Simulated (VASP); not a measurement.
Input of a VASP 6.6.1 run:

POSCAR

```
MgSe
1.0
    0.0000000000      2.7362693767      2.7362693767
    2.7362693767      0.0000000000      2.7362693767
    2.7362693767      2.7362693767      0.0000000000
Mg Se
1 1
Direct
    0.0000000000      0.0000000000      0.0000000000
    0.5000000000      0.5000000000      0.5000000000
```

Contents of INCAR.step1:

```
PREC     = Accurate       # precision mode
ENCUT    = 520            # plane-wave cutoff, eV
EDIFF    = 1E-5           # SCF threshold, eV
ISMEAR   = 0              # smearing method
SIGMA    = 0.01           # smearing width, eV
LREAL    = F              # projectors in reciprocal space
LASPH    = T              # aspherical terms in the spheres
NELM     = 100            # most SCF steps
ALGO     = Normal         # electronic algorithm
ISIF     = 2              # what is computed and relaxed
LWAVE    = T              # write WAVECAR
LCHARG   = F              # write CHGCAR
NBANDS   = 11             # bands
GGA      = PE             # functional
```

File INCAR.step2:

```
PREC     = Accurate       # precision mode
ENCUT    = 520            # plane-wave cutoff, eV
EDIFF    = 1E-6           # SCF threshold, eV
ISMEAR   = 0              # smearing method
SIGMA    = 0.01           # smearing width, eV
LREAL    = F              # projectors in reciprocal space
LASPH    = T              # aspherical terms in the spheres
NELM     = 100            # most SCF steps
ALGO     = Normal         # electronic algorithm
ISIF     = 2              # what is computed and relaxed
LWAVE    = F              # write WAVECAR
LCHARG   = F              # write CHGCAR
GGA      = PE             # functional
LHFCALC  = T              # exact exchange
HFSCREEN = 0.2079         # screening, 1/A
PRECFOCK = Normal       
NBANDS   = 11             # bands
ISTART   = 1
```

File KPOINTS:

```
regular mesh
0
Gamma
  4 4 4
```

Potentials or basis: VASP PAW PBE potentials, release 64 (Mg, Se).

Command:

```bash
$ cat potpaw_PBE.64/Mg/POTCAR potpaw_PBE.64/Se/POTCAR > POTCAR
$ cp INCAR.step1 INCAR
$ mpirun -np 1 vasp_std > vasp.out
$ cp INCAR.step2 INCAR
$ mpirun -np 1 vasp_std > vasp.out
```

**Question.** Estimate the band gap on the k mesh.

**Answer.** 2.62 eV, indirect (least direct gap 3.51 eV).

**Question.** Estimate the pressure.

**Answer.** -0.2 GPa.

Caveat: the k mesh is coarse (spacing up to 0.50 Å⁻¹), so the values aren't converged, least of all with exact exchange; the PAW data sets were made with another functional, which shifts forces and pressure a little. A k mesh can miss the band edges.
